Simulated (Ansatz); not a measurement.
PbSe (Clausthalite) under changes of volume

One of the cells (28.671 Å³/atom); the others are scaled copies at fixed shape and fractional positions:

```
Pb Se
1.0
     0.00000    3.06065    3.06065
     3.06065    0.00000    3.06065
     3.06065    3.06065    0.00000
Pb Se
1 1
Direct
  0.00000 0.00000 0.00000
  0.50000 0.50000 0.50000
```

| Property | Result |
| --- | --- |
| Program | Ansatz 0.2.0 |
| Functional | r2SCAN |
| Potentials or basis | Ansatz PAW |
| Cutoff | 500 eV (not typed: the program's choice for these potentials) |
| k mesh | 8 × 8 × 8 |
| Occupations | fermi-dirac, width 0.05 eV |
| Spin | spin-orbit coupling, no magnetisation |

```csv
volume (Å³/atom),energy over the lowest point (meV/atom),pressure (GPa),gap on the mesh (eV)
26.951,33.19,4.9,0.22
27.524,18.21,3.5,0.14
28.097,?,?,?
28.671,2.09,1.1,0.02
29.244,0.00,0.1,0.09
29.818,1.40,-0.9,0.15
30.391,5.98,-1.7,0.20
```

Problem. What does the run at 28.097 Å³/atom give?

Solution. Energy over the lowest point 8.02 meV/atom; pressure 2.2 GPa; gap on the mesh 0.06 eV.

Worked out: A Birch-Murnaghan fit of order 3 (a polynomial in V^(-2/3)) to the other rows has its minimum at 29.29 Å³/atom with B0 = V·E''(V) = 49 GPa and B' = 4.2. It gives 8.01 meV/atom at 28.097 Å³/atom, against the run's 8.02, and -dE/dV = 2.2 GPa, against 2.2.

Energies are extrapolated to zero smearing.

Caveats: the PAW data sets come from PBE, with cores solved anew for the run's functional, which leaves a small shift of forces and pressure.

A mesh can miss the band edges.
